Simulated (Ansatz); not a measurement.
# AlCo (Pm-3m) in Ansatz: notebook

One crystal, AlCo, is run at these levels: PBE; tasks: single point.

All numbers are computed with Ansatz 0.2.0; they aren't measurements. Logs are shortened: lines on timing, memory, paths and dates and some standing lists are left out, and cuts for length are marked.

## 1. Starting point

It takes space group Pm-3m (No. 221, cubic). Conventional cell: a = 2.819 Å, b = 2.819 Å, c = 2.819 Å, α = 90.00°, β = 90.00°, γ = 90.00°. Co (site symmetry m-3m) is surrounded by 8 Al at 2.44 Å. Al (site symmetry m-3m) has 8 Co at 2.44 Å as nearest neighbours.

The cell is a database's computed one.

## 2. Single point, PBE

File input.yaml:

```yaml
crystal:
  lattice:
    - [2.81940321, 0.0, 0.0]
    - [0.0, 2.81940321, 0.0]
    - [0.0, 0.0, 2.81940321]
  atoms:
    - { symbol: Co, position: [0.5, 0.5, 0.5] }
    - { symbol: Al, position: [0.0, 0.0, 0.0] }
hamiltonian:
  xc: pbe
  pseudopotentials: { kind: paw }
kpoints:
  mp_grid: { grid: [9, 9, 9] }
scf:
  occupations: { method: fermi_dirac, width: 0.05 }
output:
  forces: true
  stress: true
  eigenvalues: true
```

Potentials or basis: Ansatz PAW.

The run is started by

```console
> ansatz run input.yaml --threads 2 --pin off --max-ram 5632MiB --backend cpu --events-out ev --progress --plain --runs-dir out
```

Output:

```text
Warning: RAYON_NUM_THREADS=2 ignored (pool sized by the plan → 2); use --threads N
Engine: ansatz 0.2.0, aarch64-unknown-linux-gnu
Pseudopotentials: kind: paw
Pseudopotential: Co, paw, valence charge 17, recommended cutoff 420 eV (normal), Co.paw.azcp
Pseudopotential: Al, paw, valence charge 3, recommended cutoff 420 eV (normal), Al.paw.azcp
Functional definition: PBE
  parameter kappa = 0.804
  parameter beta = 0.06672455060314922
  exchange = pbe_x(kappa = kappa, mu = beta*pi^2/3)
  correlation = pbe_c(beta = beta)
Crystal: 2 atoms, lattice volume = 22.412 Å³
Basis set: ecut = 420 eV, 461 PW (Γ), exchange–correlation on 40×40×40 points (8 copies of the dense FFT grid, shifted against one another)
Bands: 14, of which v1, the nominal top of the filled ones, is band 10 counted from 1 (9 counted from 0)
Symmetry: 48 space group operations
Space group: Pm-3m (ITA 221), of the structure as read, at distance tolerance 2.8e-5 Å
k-points: 35 of 729
Non-local potential: Co, projectors of the file, l = 0: 3, l = 1: 2, l = 2: 3, l = 3: 1
Non-local potential: Al, projectors of the file, l = 0: 2, l = 1: 2, l = 2: 1
PAW form: soft (Blöchl's): semilocal exchange-correlation on the pseudo side does not see the compensation charge
PAW one-centre angular grid: Co, 590 points (default); XC on 64 Gauss nodes
PAW one-centre angular grid: Al, 110 points (default); XC on 64 Gauss nodes
Initial density: superposition of atomic densities (neutral atoms: chi_scale 0, normalization atom), corrected by the library's trained network
Initial wavefunctions: pseudopotential atomic-orbital guess
Functional: x = pbe(κ = 0.804, μ = 0.2195149727645171), c = pbe(β = 0.06672455060314922)
SCF iter   1: F=—  HF=-5664.830211 eV  |F-HF|=—  |Δ(HF+E_count)|=         —  Δρ=1.00e-2  dr2=1.56e-2  ethr=1.77e-3  ⟨swp⟩=4.5  Hψ=2313  notcnv=0
preconditioner: auto → none  [insulator: Δε(μ)=0.169 eV  Ē_g=8.493 eV  σ=0.050 eV  W_gap=0.64  n_scr=6 (ndim 8)  ℏωp=27.2 eV  f_vac=0.000  D(μ)=0.49/eV (n_scr^D=0)  ε∞_Penn≈11.2]
SCF iter   2: F=—  HF=-5664.828687 eV  |F-HF|=—  |Δ(HF+E_count)|=   1.52e-3  Δρ=2.48e-3  dr2=1.21e-3  ethr=7.80e-5  ⟨swp⟩=1.9  Hψ=835  notcnv=0
SCF iter   3: F=—  HF=-5664.828576 eV  |F-HF|=—  |Δ(HF+E_count)|=   1.11e-4  Δρ=5.22e-4  dr2=5.20e-5  ethr=6.04e-6  ⟨swp⟩=1.0  Hψ=491  notcnv=0
SCF iter   4: F=—  HF=-5664.828645 eV  |F-HF|=—  |Δ(HF+E_count)|=   6.90e-5  Δρ=5.35e-5  dr2=1.26e-7  ethr=2.60e-7  ⟨swp⟩=2.0  Hψ=608  notcnv=0
iter 5 did not close the SCF: its close was put off for the readings that it lacked (scf_convergence_deferred on its scf_iter line)
SCF iter   5: F=-5664.828645 eV  HF=-5664.828645 eV  |F-HF|=3.37e-10  |Δ(HF+E_count)|=   2.64e-7  Δρ=5.99e-6  dr2=4.59e-9  ethr=6.32e-10  ⟨swp⟩=2.4  Hψ=800  notcnv=0
SCF iter   6: F=-5664.828645 eV  HF=-5664.828645 eV  |F-HF|=1.81e-10  |Δ(HF+E_count)|=  7.19e-10  Δρ=9.76e-7  dr2=1.91e-10  ethr=2.30e-11  ⟨swp⟩=1.9  Hψ=1467  notcnv=0
SCF 1 converged in 6 iterations: F = -5664.828645 eV  dr2 = 1.91e-10
SCF converged after 6 iterations
Free energy (F): -5664.828645 eV
Harris-Foulkes:  -5664.828645 eV  (|F-HF|=1.81e-10)
Internal energy: -5664.824274 eV  (E = F + TS)
E sigma→0 (E₀):  -5664.826460 eV
Entropy (-TS):   -0.004371 eV (-2.185 meV/atom)
Fermi energy:    15.061347 eV
--- Per-component energies (eV) ---
  E_band       = -274.161167
  E_kinetic    = 484.981410
  E_local      = -3632.542383  (includes V_loc(G=0)·N_el)
  E_nonlocal   = 466.584314
  E_hartree    = 1571.044941
  E_xc         = -201.387745
  E_vxc        = -237.663918  (∫ρ·V_xc dr)
  E_paw        = -1985.456657  (= ΣΔE_a)
  E_vpaw       = -497.609517  (= ΣTr[D̂ρ^β])
  E_aug_tail   = 0.000109  (compensation charges beyond the density's cutoff)
  E_ewald      = -2368.048262
  E_smearing   = -0.004371  (= −TS)
  E_closure    = 0.000000  (closes the sum)
  Σ components = -5664.828645   (vs F -5664.828645, Δ=0.00e0)
--- Forces (eV/Å), atoms counted from 1 ---
  atom   1  Co     0.00000000    -0.00000000    -0.00000000
  atom   2  Al    -0.00000000    -0.00000000    -0.00000000
  max |Σ_I F_I| component: 7.05e-29 eV/Å
--- Stress (GPa, compression-positive) ---
        6.629653       0.000000      -0.000000
        0.000000       6.629653       0.000000
        0.000000       0.000000       6.629653
  P = ⅓ Tr σ = 6.6297 GPa (66.297 kbar)
--- Band table (eV; the first three rows and the last of 35) ---
  k-point 0: bands = ["-79.7245", "-43.0177", "-43.0177", "-43.0177", "3.7310", "11.9353", "11.9353", "14.1834", "14.1834", "14.1834", "21.1568", "21.1568", "21.1568", "23.8841"]
  k-point 1: bands = ["-79.7240", "-43.0234", "-43.0173", "-43.0173", "3.9704", "11.9056", "12.0027", "14.0556", "14.0556", "14.1973", "19.3587", "21.4864", "21.4864", "23.8428"]
  k-point 2: bands = ["-79.7229", "-43.0379", "-43.0161", "-43.0161", "4.6779", "11.6423", "12.1798", "13.7609", "13.7609", "14.2325", "17.0930", "22.3901", "22.3901", "23.7257"]
  k-point 34: bands = ["-79.7141", "-43.0557", "-43.0557", "-43.0557", "10.7709", "11.0316", "11.0316", "14.6524", "14.6524", "16.2686", "17.4807", "17.4807", "19.4694", "20.9067"]
```

Run time: 0.76 s. Hardware: 2 threads of Arm Neoverse N1, shared host; peak memory 0.33 GiB.

What came out:

| Quantity | Value |
| --- | --- |
| Free energy | -5664.8286 eV |
| Pressure | 6.6 GPa |
| Band gap on the k mesh | none (metal or under the smearing width) |

## 3. Single point, PBE, collinear spin, ferromagnetic start

input.yaml, as its differences from that of step 2:

```diff
@@ -6,3 +6,3 @@
   atoms:
-    - { symbol: Co, position: [0.5, 0.5, 0.5] }
+    - { symbol: Co, position: [0.5, 0.5, 0.5], spin: 2.0 }
     - { symbol: Al, position: [0.0, 0.0, 0.0] }
@@ -11,2 +11,4 @@
   pseudopotentials: { kind: paw }
+magnetization:
+  spin_polarized: true
 kpoints:
```

Potentials or basis: Ansatz PAW.

The run is started by

```console
> ansatz run input.yaml --threads 2 --pin off --max-ram 5632MiB --backend cpu --events-out ev --progress --plain --runs-dir out
```

Output:

```text
Warning: RAYON_NUM_THREADS=2 ignored (pool sized by the plan → 2); use --threads N
Engine: ansatz 0.2.0, aarch64-unknown-linux-gnu
Pseudopotentials: kind: paw
Pseudopotential: Co, paw, valence charge 17, recommended cutoff 420 eV (normal), Co.paw.azcp
Pseudopotential: Al, paw, valence charge 3, recommended cutoff 420 eV (normal), Al.paw.azcp
Functional definition: PBE
  parameter kappa = 0.804
  parameter beta = 0.06672455060314922
  exchange = pbe_x(kappa = kappa, mu = beta*pi^2/3)
  correlation = pbe_c(beta = beta)
Crystal: 2 atoms, lattice volume = 22.412 Å³
Basis set: ecut = 420 eV, 461 PW (Γ), exchange–correlation on 40×40×40 points (8 copies of the dense FFT grid, shifted against one another)
Bands: 15, of which v1, the nominal top of the filled ones, is band 10 counted from 1 (9 counted from 0)
Symmetry: 48 space group operations
Space group: Pm-3m (ITA 221), of the structure as read, at distance tolerance 2.8e-5 Å
[... 41 lines left out ...]
  E_kinetic    = 484.981379
  E_local      = -3632.540269  (includes V_loc(G=0)·N_el)
  E_nonlocal   = 466.583745
  E_hartree    = 1571.043172
  E_xc         = -201.387795
  E_vxc        = -237.663982  (∫ρ·V_xc dr)
  E_paw        = -1985.456352  (= ΣΔE_a)
  E_vpaw       = -497.609178  (= ΣTr[D̂ρ^β])
  E_aug_tail   = 0.000109  (compensation charges beyond the density's cutoff)
  E_ewald      = -2368.048262
  E_smearing   = -0.004371  (= −TS)
  E_closure    = 0.000000  (closes the sum)
  Σ components = -5664.828645   (vs F -5664.828645, Δ=0.00e0)
--- Forces (eV/Å), atoms counted from 1 ---
  atom   1  Co     0.00000000    -0.00000000     0.00000000
  atom   2  Al    -0.00000000     0.00000000    -0.00000000
  max |Σ_I F_I| component: 9.21e-29 eV/Å
--- Stress (GPa, compression-positive) ---
        6.629506       0.000000       0.000000
       -0.000000       6.629506       0.000000
        0.000000       0.000000       6.629506
  P = ⅓ Tr σ = 6.6295 GPa (66.295 kbar)
--- Band table (eV; the first three rows and the last of 70) ---
  k-point 0 ↑: bands = ["-79.7245", "-43.0177", "-43.0177", "-43.0177", "3.7310", "11.9353", "11.9353", "14.1834", "14.1834", "14.1834", "21.1568", "21.1568", "21.1568", "23.8842", "23.8842"]
  k-point 1 ↑: bands = ["-79.7240", "-43.0234", "-43.0173", "-43.0173", "3.9704", "11.9056", "12.0028", "14.0556", "14.0556", "14.1973", "19.3587", "21.4864", "21.4864", "23.8428", "25.5108"]
  k-point 2 ↑: bands = ["-79.7229", "-43.0379", "-43.0161", "-43.0161", "4.6779", "11.6423", "12.1798", "13.7609", "13.7609", "14.2325", "17.0930", "22.3901", "22.3901", "23.7257", "27.3169"]
  k-point 34 ↓: bands = ["-79.7141", "-43.0557", "-43.0557", "-43.0557", "10.7710", "11.0316", "11.0316", "14.6524", "14.6524", "16.2686", "17.4807", "17.4807", "19.4694", "20.9067", "20.9067"]
```

Wall time 2.2 s (2 threads of Arm Neoverse N1, shared host); peak memory 0.34 GiB.

Results:

```yaml
Free_energy: -5664.8286 eV
Pressure: 6.6 GPa
Band_gap_on_the_k_mesh: none (metal or under the smearing width)
Net_moment: 0.00 μB per cell
Absolute_moment: 0.00 μB per cell
```

Levels at points of the mesh, in eV from the Fermi level:
Spin up:
| k point | band 7 | band 8 | band 9 | band 10 | band 11 | band 12 | band 13 | band 14 |
| --- | --- | --- | --- | --- | --- | --- | --- | --- |
| (0.00, 0.00, 0.00) | -3.13 | -0.88 | -0.88 | -0.88 | 6.10 | 6.10 | 6.10 | 8.82 |
Spin down:
| k point | band 6 | band 7 | band 8 | band 9 | band 10 | band 11 | band 12 | band 13 | band 14 | band 15 |
| --- | --- | --- | --- | --- | --- | --- | --- | --- | --- | --- |
| (0.00, 0.00, 0.00) | -3.13 | -3.13 | -0.88 | -0.88 | -0.88 | 6.10 | 6.10 | 6.10 | 8.82 | 8.82 |

Caveat: the starting moments collapsed, and a magnetic state may lie lower; the starting moments weren't kept.

## 4. Single point, PBE, collinear spin, random start

input.yaml, as its differences from that of step 3:

```diff
@@ -6,3 +6,3 @@
   atoms:
-    - { symbol: Co, position: [0.5, 0.5, 0.5], spin: 2.0 }
+    - { symbol: Co, position: [0.5, 0.5, 0.5], spin: 0.54 }
     - { symbol: Al, position: [0.0, 0.0, 0.0] }
```

The run is started by

```console
> ansatz run input.yaml --threads 2 --pin off --max-ram 5632MiB --backend cpu --events-out ev --progress --plain --runs-dir out
```

Wall time 2.1 s (2 threads of Arm Neoverse N1, shared host); peak memory 0.33 GiB.

The run converged. Its results:

```
Free energy            : -5664.8286 eV
Pressure               : 6.6 GPa
Band gap on the k mesh : none (metal or under the smearing width)
Net moment             : 0.00 μB per cell
Absolute moment        : 0.00 μB per cell
```

Levels at points of the mesh, in eV from the Fermi level:
Spin up:
| k point | band 6 | band 7 | band 8 | band 9 | band 10 | band 11 | band 12 | band 13 | band 14 | band 15 |
| --- | --- | --- | --- | --- | --- | --- | --- | --- | --- | --- |
| (0.00, 0.00, 0.00) | -3.13 | -3.13 | -0.88 | -0.88 | -0.88 | 6.10 | 6.10 | 6.10 | 8.82 | 8.82 |
Spin down:
| k point | band 6 | band 7 | band 8 | band 9 | band 10 | band 11 | band 12 | band 13 | band 14 | band 15 |
| --- | --- | --- | --- | --- | --- | --- | --- | --- | --- | --- |
| (0.00, 0.00, 0.00) | -3.13 | -3.13 | -0.88 | -0.88 | -0.88 | 6.10 | 6.10 | 6.10 | 8.82 | 8.82 |

Caveat: the starting moments weren't kept.
